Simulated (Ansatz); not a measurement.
Runs of Ansatz 0.2.0 on BAs. Symmetry: F-43m, No. 216, cubic system. The conventional cell has a = 4.777 Å, b = 4.777 Å, c = 4.777 Å, α = 90.00°, β = 90.00°, γ = 90.00°. As (site symmetry -43m) has 4 B at 2.07 Å as nearest neighbours. Around B (site symmetry -43m) lie 4 As at 2.07 Å. 

| task | level | potentials or basis | spin | cell | k mesh | cutoff (eV) | smearing | driver | temperature | points for each segment of the path | other keys | mesh quality | gap on the mesh (eV) | pressure (GPa) | moment (μB) |
| --- | --- | --- | --- | --- | --- | --- | --- | --- | --- | --- | --- | --- | --- | --- | --- |
| single point | r2SCAN0 | Ansatz PAW | SOC, no magnetisation | as given | 5 × 5 × 5 | 500 | fermi-dirac 0.05 eV | - | - | - | - | coarse | 2.54 | (a) | - |
| electric field gradients | rPW86-PBE+d4 | Ansatz PAW | non-collinear, ferromagnetic start, SOC | as given | 10 × 10 × 10 | 420 | fixed | chain | - | - | hamiltonian.dispersion = d4 | not flagged | 1.28 | 1.9 | 0.00 |
| single point | LC-wPBE | PseudoDojo stringent | off | as given | 6 × 6 × 6 | 1415 | cold 0.1 eV | chain | - | - | - | not flagged | 6.36 | -5.7 | - |
| single point | BLYP | Ansatz PAW polarizable | collinear, ferromagnetic start | volume scaled by 1.08 | 10 × 10 × 10 | 420 | gaussian 0.02 eV | calculator | - | - | - | not flagged | (c) | -2.0 | 0.00 |
| Wannier functions | LDA | Ansatz PAW | collinear, ferromagnetic start | as given | 10 × 10 × 10 | 420 | tetrahedron | chain | - | - | - | not flagged | (b) | - | 0.00 |
| band structure | r2SCAN0 | Ansatz PAW | off | as given | 6 × 6 × 6 | 500 | fermi-dirac 0.05 eV | - | - | 4 | - | not flagged | 2.70 | -1.6 | - |

**Question.** Fill in the values left out.

**Answer.** (a) -1.5; (b) 1.13; (c) 1.47.

Caveats: some runs use coarse meshes; the thresholds are loose for stress (some runs); the potentials were made for another functional, which shifts forces and pressure (some runs); the starting moments weren't kept (some runs); the PAW data sets come from PBE, with cores solved anew for the run's functional, which leaves a small shift of forces and pressure (some runs); odd divisions of the mesh miss points on the zone boundary, where band edges often lie, so the gap on the mesh can be too wide (some runs); the k mesh misses the band edges, so the gap on the mesh is wider than the one along the path (some runs).

A k mesh can miss the band edges, and rows without SOC leave out spin-orbit coupling on As.

The runs don't all hold the same shells in valence.

Runs at the PBE level aren't shown here.
